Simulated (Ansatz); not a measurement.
SnSe2:

```xyz
3
Lattice="3.8110 0.0000 0.0000 -1.9055 3.3004 0.0000 0.0000 0.0000 6.1360" Properties=species:S:1:pos:R:3 pbc="T T T"
Sn    0.0000    0.0000    0.0000
Se    1.9055    1.1001    4.6081
Se    0.0000    2.2003    1.5279
```

Base run:

| Property | Result |
| --- | --- |
| Program | Ansatz 0.2.0 |
| Functional | LDA |
| Potentials or basis | Ansatz PAW |
| Cutoff | 420 eV (not typed: the program's choice for these potentials) |
| k mesh | 8 × 8 × 5 |
| Occupations | fermi-dirac, width 0.05 eV |
| Spin | no spin polarisation |

Its results: band gap on the k mesh 0.67 eV, indirect (least direct gap 0.88 eV); pressure 0.8 GPa; largest force 0.478 eV/Å.

Task: The run is repeated on the same cell with these changes: functional from LDA to r2SCAN; cutoff from 420 eV (not typed: the program's choice for these potentials) to 500 eV (not typed: the program's choice for these potentials). What comes out?

Result: Band gap on the k mesh 1.10 eV, indirect (least direct gap 1.54 eV); pressure 3.6 GPa; largest force 0.517 eV/Å.

r2SCAN gives the wider gap, since meta-GGAs in the generalised Kohn-Sham scheme recover part of the derivative discontinuity.

Caveats: the k mesh misses the band edges, so the gap on the mesh is wider than the one along the path; spin-orbit coupling is left out, which moves the levels of the heavy elements; the PAW data sets come from PBE, with cores solved anew for the run's functional, which leaves a small shift of forces and pressure.
